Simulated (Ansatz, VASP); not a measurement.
**B in VASP and in Ansatz**

```
B
1.0
     2.86168    0.00000    0.00000
    -1.43084    2.47828    0.00000
     0.00000    0.00000    2.82911
B
3
Direct
  0.00000 0.00000 0.00000
  0.33333 0.66667 0.50000
  0.66667 0.33333 0.50000
```

Change from the starting cell: volume scaled by 1, crystal datasets.

Alike in both runs: task single point; functional PBE; k mesh 12 × 12 × 16; occupations fermi-dirac, width 0.05 eV; no spin polarisation.

|  | VASP | Ansatz |
| --- | --- | --- |
| version | VASP 6.6.1 | Ansatz 0.2.0 |
| potentials or method | VASP PAW PBE potentials, release 64 (B), cutoff 520 eV | all-electron PAW with datasets made for the crystal, scalar-relativistic |

```tsv
	VASP	Ansatz	Ansatz less VASP
pressure (GPa)	0.0	0.0	-0.04
largest component of the traceless stress (GPa)	0.07	0.07	+0.001
```

Ansatz ran all-electron here, so the differences hold the error of VASP's frozen core and of both bases.
